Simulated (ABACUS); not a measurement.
## LiF (Griceite) under changes of volume

One of the cells (8.169 Å³/atom); the others are scaled copies at fixed shape and fractional positions:

```
F Li
1.0
    -2.01400    0.00000    2.01400
     0.00000    2.01400    2.01400
    -2.01400    2.01400    0.00000
F Li
1 1
Direct
  0.50000 0.50000 0.50000
  0.00000 0.00000 0.00000
```

* Program: ABACUS 3.10.1
* Functional: PBEsol
* Potentials or basis: PseudoDojo NC SR 0.4 PBEsol stringent
* Cutoff: 1361 eV
* Density cutoff: 5442 eV
* Basis: DZP LCAO (the cutoffs set its grid)
* k mesh: 10 × 10 × 10
* Occupations: fermi-dirac, width 0.05 eV
* Spin: no spin polarisation

```csv
volume (Å³/atom),energy over the lowest point (meV/atom),pressure (GPa),gap on the mesh (eV)
7.679,4.44,3.9,9.59
7.842,1.36,2.1,9.40
8.006,0.00,0.5,9.21
8.169,0.23,-0.9,9.03
8.333,1.76,-2.2,8.86
8.496,?,?,?
8.659,8.54,-4.4,8.53
```

Q: What does the run at 8.496 Å³/atom give?

A: Energy over the lowest point 4.60 meV/atom; pressure -3.3 GPa; gap on the mesh 8.69 eV.

Worked out: A Birch-Murnaghan fit of order 3 (a polynomial in V^(-2/3)) to the other rows has its minimum at 8.07 Å³/atom with B0 = V·E''(V) = 72 GPa and B' = 4.3. It gives 4.60 meV/atom at 8.496 Å³/atom, against the run's 4.60, and -dE/dV = -3.3 GPa, against -3.3. A straight line through the other rows of the gap, of slope -8.83 eV per unit of ln V (its deformation potential), gives 8.69 eV, against the run's 8.69.

Energies are extrapolated to zero smearing.

Caveats: the atomic orbitals were generated for these runs and aren't a published set; the basis of atomic orbitals isn't converged, which shifts pressures, moduli and gaps.

A mesh can miss the band edges.
